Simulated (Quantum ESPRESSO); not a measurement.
# GaP (F-43m) in Quantum ESPRESSO: notebook, part 2 of 2

Quantum ESPRESSO 7.5. Earlier steps stand in the parts before.

### Step 4. Single point, vdW-DF3-opt1, 19.43 Å³/atom

The input, pw.in:

```
&CONTROL
  calculation = 'scf'
  prefix = 'pwscf'
  outdir = './tmp'
  pseudo_dir = './pseudo'
  tprnfor = .true.
  tstress = .true.
  disk_io = 'nowf'
/
&SYSTEM
  ibrav = 0
  nat = 2
  ntyp = 2
  ecutwfc = 80
  nbnd = 15
  input_dft = 'vdw-df3-opt1'
  occupations = 'smearing'
  smearing = 'fd'
  degauss = 0.00367493
/
&ELECTRONS
  conv_thr = 4d-10
  electron_maxstep = 120
  mixing_beta = 0.5
/
ATOMIC_SPECIES
Ga    69.7230 Ga.upf
P     30.9738 P.upf
CELL_PARAMETERS angstrom
   0.0000000000    2.6884177822    2.6884177822
   2.6884177822    0.0000000000    2.6884177822
   2.6884177822    2.6884177822    0.0000000000
ATOMIC_POSITIONS crystal
Ga     0.0000000000    0.0000000000    0.0000000000
P      0.7500000000    0.7500000000    0.7500000000
K_POINTS automatic
8 8 8 0 0 0
```

Started as:

```console
$ OMP_NUM_THREADS=1 pw.x -in pw.in > pw.out
```

It took 88 s on 1 thread of Arm Neoverse V1, shared host; peak memory 0.13 GiB.

Results (log left out):

| Quantity | Value |
| --- | --- |
| Free energy | -2267.6895 eV |
| Pressure | 3.8 GPa |
| Band gap on the k mesh | 1.49 eV, indirect (least direct gap 1.99 eV) |

Caveat: the potentials were made for another functional, which shifts forces and pressure.

### Step 5. Single point, vdW-DF3-opt1, 19.84 Å³/atom

pw.in: that of step 4 with these lines changed.

```diff
@@ -29,5 +29,5 @@
 CELL_PARAMETERS angstrom
-   0.0000000000    2.6884177822    2.6884177822
-   2.6884177822    0.0000000000    2.6884177822
-   2.6884177822    2.6884177822    0.0000000000
+   0.0000000000    2.7069591804    2.7069591804
+   2.7069591804    0.0000000000    2.7069591804
+   2.7069591804    2.7069591804    0.0000000000
 ATOMIC_POSITIONS crystal
```

Started as:

```console
$ OMP_NUM_THREADS=1 pw.x -in pw.in > pw.out
```

Wall time 88 s (1 thread of Arm Neoverse V1, shared host); peak memory 0.13 GiB.

Results (log left out):

| Quantity | Value |
| --- | --- |
| Free energy | -2267.7039 eV |
| Pressure | 1.8 GPa |
| Band gap on the k mesh | 1.52 eV, indirect (least direct gap 1.81 eV) |

Caveat: the potentials were made for another functional, which shifts forces and pressure.

### Step 6. Single point, vdW-DF3-opt1, 20.24 Å³/atom

pw.in: that of step 5 with these lines changed.

```diff
@@ -29,5 +29,5 @@
 CELL_PARAMETERS angstrom
-   0.0000000000    2.7069591804    2.7069591804
-   2.7069591804    0.0000000000    2.7069591804
-   2.7069591804    2.7069591804    0.0000000000
+   0.0000000000    2.7252500000    2.7252500000
+   2.7252500000    0.0000000000    2.7252500000
+   2.7252500000    2.7252500000    0.0000000000
 ATOMIC_POSITIONS crystal
```

Potentials or basis: PseudoDojo 0.4.1 SR PBE standard.

Started as:

```console
$ OMP_NUM_THREADS=1 pw.x -in pw.in > pw.out
```

It took 88 s on 1 thread of Arm Neoverse V1, shared host; peak memory 0.13 GiB.

The run converged. Its results:

| Property | Result |
| --- | --- |
| Free energy | -2267.7089 eV |
| Pressure | 0.1 GPa |
| Band gap on the k mesh | 1.53 eV, indirect (least direct gap 1.64 eV) |

Caveat: the potentials were made for another functional, which shifts forces and pressure.

### Step 7. Single point, vdW-DF3-opt1, 20.65 Å³/atom

pw.in: that of step 6 with these lines changed.

```diff
@@ -29,5 +29,5 @@
 CELL_PARAMETERS angstrom
-   0.0000000000    2.7252500000    2.7252500000
-   2.7252500000    0.0000000000    2.7252500000
-   2.7252500000    2.7252500000    0.0000000000
+   0.0000000000    2.7432985392    2.7432985392
+   2.7432985392    0.0000000000    2.7432985392
+   2.7432985392    2.7432985392    0.0000000000
 ATOMIC_POSITIONS crystal
```

Started as:

```console
$ OMP_NUM_THREADS=1 pw.x -in pw.in > pw.out
```

Run time: 88 s. Hardware: 1 thread of Arm Neoverse V1, shared host; peak memory 0.13 GiB.

Results (log left out):

| Quantity | Value |
| --- | --- |
| Free energy | -2267.7056 eV |
| Pressure | -1.5 GPa |
| Band gap on the k mesh | 1.47 eV, indirect (least direct gap 1.48 eV) |

Caveat: the potentials were made for another functional, which shifts forces and pressure.

### Step 8. Single point, vdW-DF3-opt1, 21.05 Å³/atom

pw.in: that of step 7 with these lines changed.

```diff
@@ -29,5 +29,5 @@
 CELL_PARAMETERS angstrom
-   0.0000000000    2.7432985392    2.7432985392
-   2.7432985392    0.0000000000    2.7432985392
-   2.7432985392    2.7432985392    0.0000000000
+   0.0000000000    2.7611126653    2.7611126653
+   2.7611126653    0.0000000000    2.7611126653
+   2.7611126653    2.7611126653    0.0000000000
 ATOMIC_POSITIONS crystal
```

Started as:

```console
$ OMP_NUM_THREADS=1 pw.x -in pw.in > pw.out
```

It took 89 s on 1 thread of Arm Neoverse V1, shared host; peak memory 0.13 GiB.

The run converged. Its results:

| Item | Value |
| --- | --- |
| Free energy | -2267.6948 eV |
| Pressure | -2.9 GPa |
| Band gap on the k mesh | 1.32 eV, direct |

Caveat: the potentials were made for another functional, which shifts forces and pressure.

### Step 9. Single point, vdW-DF3-opt1, 21.45 Å³/atom

pw.in: that of step 8 with these lines changed.

```diff
@@ -29,5 +29,5 @@
 CELL_PARAMETERS angstrom
-   0.0000000000    2.7611126653    2.7611126653
-   2.7611126653    0.0000000000    2.7611126653
-   2.7611126653    2.7611126653    0.0000000000
+   0.0000000000    2.7786998443    2.7786998443
+   2.7786998443    0.0000000000    2.7786998443
+   2.7786998443    2.7786998443    0.0000000000
 ATOMIC_POSITIONS crystal
```

Potentials or basis: PseudoDojo 0.4.1 SR PBE standard.

Started as:

```console
$ OMP_NUM_THREADS=1 pw.x -in pw.in > pw.out
```

It took 89 s on 1 thread of Arm Neoverse V1, shared host; peak memory 0.13 GiB.

It converged, with:

* Free energy: -2267.6772 eV
* Pressure: -4.1 GPa
* Band gap on the k mesh: 1.16 eV, direct

Caveat: the potentials were made for another functional, which shifts forces and pressure.

### Step 10. Equation of state, vdW-DF3-opt1

This step only gathers the single runs of the series.

What came out:

| Item | Value |
| --- | --- |
| Equilibrium volume | 20.27 Å³/atom |
| Bulk modulus | 82 GPa |
| Pressure derivative of the bulk modulus | 4.5 |

Energy against volume, from the lowest point:
```tsv
volume (Å³/atom)	energy (meV/atom)
19.026	22.15
19.431	9.73
19.836	2.53
20.240	0.00
20.645	1.66
21.050	7.08
21.455	15.84
```

Caveat: the potentials were made for another functional, which shifts forces and pressure.

### Step 11. How close it comes

Step 2. A measured gap of GaP is 2.34 eV (indirect; 10 K; quoted in “Stacking defects in GaP nanowires: Electronic structure and optical properties”, 2018, arxiv:1810.01194); the calculated 1.51 eV misses it by -0.83 eV. Spin-orbit coupling on Ga is left out. The value is that of vdW-DF3-opt1, without temperature or zero-point motion.

Step 10. Measured bulk modulus of GaP: 87.5 GPa (“Phosphorous dimerization in GaP at high pressure”, 2017, arxiv:1709.06667). This calculation gives 82 GPa (-6.1 %). The fit is for a static lattice scaled at fixed shape and fixed fractional positions.
